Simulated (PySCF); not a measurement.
# Structure elucidation problem

The spectra below were simulated for a compound C$_{8}$H$_{6}$.

1H NMR (400 MHz, computed): δ 7.84 (m, 2H), 7.55 (m, 1H), 7.48 (m, 2H), 3.73 (s, 1H).

13C{1H} NMR (computed): δ 142.9 (2C), 137.4, 134.7 (2C), 129.4, 89.6, 79.0.

Computed data (PySCF): GIAO HF/pcSseg-1 shieldings, geometry from PBE0-D3(BJ)/def2-SVP, spin–spin couplings from B3LYP/pcJ-1 (without the spin–dipole term). Single conformer, rapidly exchanging positions averaged, no solvent model, non-relativistic Hamiltonian.

δ = σ(ref) − σ, references computed at the same level: 1H (31.69 ppm), 13C (190.85 ppm) against TMS.

Propose a structure and justify it.

## Answers


1. Rings plus π bonds: 6 (1 ring in the answer).
2. 6 carbon signals for 8 carbons: some carbons are equivalent by symmetry or fast rotation.
3. Carbon types of the structure: 2 × C, 6 × CH, which accounts for all hydrogens.
4. δC 142.9, 137.4, 134.7: aromatic CH.
5. δC 129.4: substituted aromatic carbon.
6. δC 89.6: terminal alkyne carbon; the triple bond shields along its axis, which puts it between sp3 and sp2 carbons.
7. δC 79.0: alkyne carbon; sp carbons lie upfield of alkene carbons because the cylindrical π system leaves one tensor component strongly shielded.
8. δH 7.84, 7.55, 7.48: hydrogen on an aromatic CH; ring-current deshielding.
9. δH 3.73: hydrogen on a terminal alkyne carbon.

The compound is `C#Cc1ccccc1`.

This is the structure that produced the data.

Splittings below 1 Hz are ignored in the labels, and close J values are merged. Couplings among chemically equivalent protons are left out too, so labels in AA′BB′ or AA′XX′ sets are apparent multiplicities. Unscaled 3J(H,H) at this level run about 10 % above measured values. Shifts are as computed. Against solution values, carbons near 30 ppm lie about -0 ppm off and those near 130 ppm about +7 ppm. Of 1211 compounds with measured shifts, 218 miss one by over three times the rms of a fit or turn the order of signals round; such compounds aren't used in these exercises.
